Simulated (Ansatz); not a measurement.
MnO2, 3 atoms in the cell. It takes space group R-3m (No. 166, trigonal). The conventional cell has a = 2.857 Å, b = 2.857 Å, c = 13.752 Å, α = 90.00°, β = 90.00°, γ = 120.00°. Mn (site symmetry -3m) has 6 O at 1.90 Å as nearest neighbours. O (site symmetry 3m) is surrounded by 3 Mn at 1.90 Å. Measurements of this composition are mostly on another form, of space group No. 136.

* Program: Ansatz 0.2.0
* Task: band structure
* Functional: PBEsol
* Potentials or basis: Ansatz PAW
* Cutoff: 420 eV (not typed: the program's choice for these potentials)
* k mesh: 11 × 11 × 11
* Occupations: fermi-dirac, width 0.05 eV
* Spin: collinear spin, ferromagnetic start
* Starting moments: [4.0, 0.0, 0.0] μB
* Path: [["G", "L", "B1"], ["B", "Z", "G", "X"], ["Q", "F", "P1", "Z"], ["L", "P"]]
* Points for each segment of the path: 14

Potentials or basis: Ansatz PAW.

Launch:

```sh
$ ansatz run input.yaml --threads 2 --pin off --max-ram 5632MiB --backend cpu --events-out ev --progress --plain --runs-dir out
```

Hardware: 2 threads of AMD EPYC 7R43 64-Core Processor (Zen 3), with other jobs on the host.

How long does it take, and how much memory?

Wall time 14 s on 2 threads of AMD EPYC 7R43 64-Core Processor (Zen 3) (shared host), peak memory 0.48 GiB. Counts: scf iterations 11, plane waves 651, k points 146, bands 21.
